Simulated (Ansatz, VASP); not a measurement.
## Cu: VASP beside Ansatz

The input INCAR:

```
ALGO     = Normal         # electronic algorithm
EDIFF    = 1E-7           # SCF threshold, eV
ENCUT    = 520            # plane-wave cutoff, eV
GGA      = PS             # functional
ISIF     = 2              # what is computed and relaxed
ISMEAR   = 1              # smearing method
LASPH    = True           # aspherical terms in the spheres
LCHARG   = False          # write CHGCAR
LREAL    = False          # projectors in reciprocal space
LWAVE    = False          # write WAVECAR
NBANDS   = 18             # bands
NELM     = 60             # most SCF steps
PREC     = Accurate       # precision mode
SIGMA    = 0.3            # smearing width, eV
```

Contents of KPOINTS:

```
k-points
0
Gamma
  6 6 3
```

Contents of POSCAR:

```
Cu
1.0
    2.5340970000      0.0000000000      0.0000000000
   -1.2670480000      2.1945920000      0.0000000000
    0.0000000000      0.0000000000      4.1125710000
Cu
2
Direct
    0.3333333333      0.6666666667      0.2500000000
    0.6666666667      0.3333333333      0.7500000000
```

Input for Ansatz:

```yaml
crystal:
  lattice:
    - [2.534097, 0.0, 0.0]
    - [-1.267048, 2.194592, 0.0]
    - [0.0, 0.0, 4.112571]
  atoms:
    - { symbol: Cu, position: [0.3333333333333333, 0.6666666666666666, 0.25] }
    - { symbol: Cu, position: [0.6666666666666666, 0.3333333333333333, 0.75] }
accuracy: medium
basis:
  ecutwfc: 630.0
kpoints:
  mp_grid:
    grid: [6, 6, 3]
hamiltonian:
  xc: pbesol
scf:
  mixing:
    algorithm: anderson
    beta: 0.3
  occupations:
    method: methfessel_paxton
    width: 0.3
output:
  stress: true
```

This isn't the form of Cu at room conditions, which is fcc.

Alike in both runs: task single point; functional PBEsol; k mesh 6 × 6 × 3; occupations methfessel-paxton of order 1, width 0.3 eV; no spin polarisation.

```csv
,VASP,Ansatz
version,VASP 6.6.1,Ansatz 0.2.0
potentials or method,"VASP PAW PBE potentials, release 64 (Cu)","plane waves, PAW"
plane-wave cutoff (eV),520,630
valence electrons in the cell,22,38
```

```tsv
	VASP	Ansatz	Ansatz less VASP
pressure (GPa)	-0.3	-1.2	-0.84
largest component of the traceless stress (GPa)	1.26	1.31	+0.046
```

With one functional, cell and mesh, what is left measures potentials, basis and numerics. The two sets of potentials don't hold the same shells in valence.

Caveats: the k mesh is coarse (spacing up to 0.51 Å⁻¹), so the values aren't converged; the PAW data sets were made with another functional, which shifts forces and pressure a little (VASP).
